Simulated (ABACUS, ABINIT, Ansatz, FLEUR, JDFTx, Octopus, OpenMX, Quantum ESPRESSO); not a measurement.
**LiF: 11 runs at one level of theory**

```
F Li
1.0
     0.00000    2.01400    2.01400
     2.01400    0.00000    2.01400
     2.01400    2.01400    0.00000
F Li
1 1
Direct
  0.51469 0.47986 0.52021
  0.01018 0.99935 0.01060
```

Atoms were shifted at random by some hundredths of an Å from the given cell, which wasn't relaxed again for these runs.

Alike in all runs: task single point; functional PBE; k mesh 11 × 11 × 11; occupations fermi-dirac, width 0.05 eV; no spin polarisation; no spin-orbit coupling. Pressure is positive in compression and, in plane waves, holds the error of the finite cutoff, which Ansatz's Pulay term estimates and takes out.

```
                                                  program and potentials  plane-wave cutoff (eV)                             notes  pressure (GPa)  largest force (eV/Å)  energy over the undisturbed cell (meV/atom)
                           Octopus, pseudodojo_pbe (PseudoDojo 0.5, PBE)                       -                                 -               -                 0.075                                        -0.36
OpenMX, OpenMX 2013 PBE set, F6.0-s2p2d1, Li8.0-s3p2, grid cutoff 350 Ry                       -                      atomic basis            3.07                 0.113                                            -
                ABACUS, PseudoDojo NC SR 0.4.1 PBE standard, plane waves                    1143                                 -            1.86                 0.073                                         0.84
               JDFTx, PseudoDojo-SR-PBE-0.5-standard with smoothed tails                    1143                                 -            1.84                 0.073                                         0.84
                                              FLEUR, all-electron, FLAPW                       -                                 -               -                 0.076                                         0.86
                               Quantum ESPRESSO, SSSP 1.3 efficiency PBE                     748                                 -            2.09                 0.074                                         0.85
OpenMX, OpenMX 2013 PBE set, F6.0-s2p2d1, Li8.0-s3p2, grid cutoff 400 Ry                       -                      atomic basis            3.03                 0.097                                            -
                                   JDFTx, PseudoDojo-SR-PBE-0.5-standard                    1143                                 -            1.84                     -                                         0.83
                                                ABINIT, JTH PAW PBE v2.0                     626                                 -            1.91                 0.077                                         0.94
                          Ansatz, all-electron LAPW, scalar-relativistic                       -                                 -            2.10                 0.073                                            -
                                   Ansatz, Ansatz PAW (earlier soft set)                     420  Pulay term of +0.39 GPa included            2.16                 0.073                                         0.83
```

Force on atom 1 (F), eV/Å:

```csv
program and potentials,x,y,z
"Octopus, pseudodojo_pbe (PseudoDojo 0.5, PBE)",0.032,-0.046,0.049
"OpenMX, OpenMX 2013 PBE set, F6.0-s2p2d1, Li8.0-s3p2, grid cutoff 350 Ry",0.044,-0.061,0.084
"ABACUS, PseudoDojo NC SR 0.4.1 PBE standard, plane waves",0.031,-0.045,0.048
"JDFTx, PseudoDojo-SR-PBE-0.5-standard with smoothed tails",0.031,-0.045,0.048
"FLEUR, all-electron, FLAPW",0.033,-0.046,0.050
"Quantum ESPRESSO, SSSP 1.3 efficiency PBE",0.032,-0.046,0.049
"OpenMX, OpenMX 2013 PBE set, F6.0-s2p2d1, Li8.0-s3p2, grid cutoff 400 Ry",0.048,-0.063,0.050
"ABINIT, JTH PAW PBE v2.0",0.034,-0.047,0.050
"Ansatz, all-electron LAPW, scalar-relativistic",0.031,-0.045,0.048
"Ansatz, Ansatz PAW (earlier soft set)",0.031,-0.045,0.048
```

The pressure spans 1.84 (JDFTx, PseudoDojo-SR-PBE-0.5-standard) to 3.07 GPa (OpenMX, OpenMX 2013 PBE set, F6.0-s2p2d1, Li8.0-s3p2, grid cutoff 350 Ry), with all-electron results at 2.10. Rows in atomic bases carry the error of their basis and grid, which can be large.

Differences between rows come from potentials, basis sets and numerical settings, since the functional is the same but for its coding. Runs on potential files found faulty are left out.
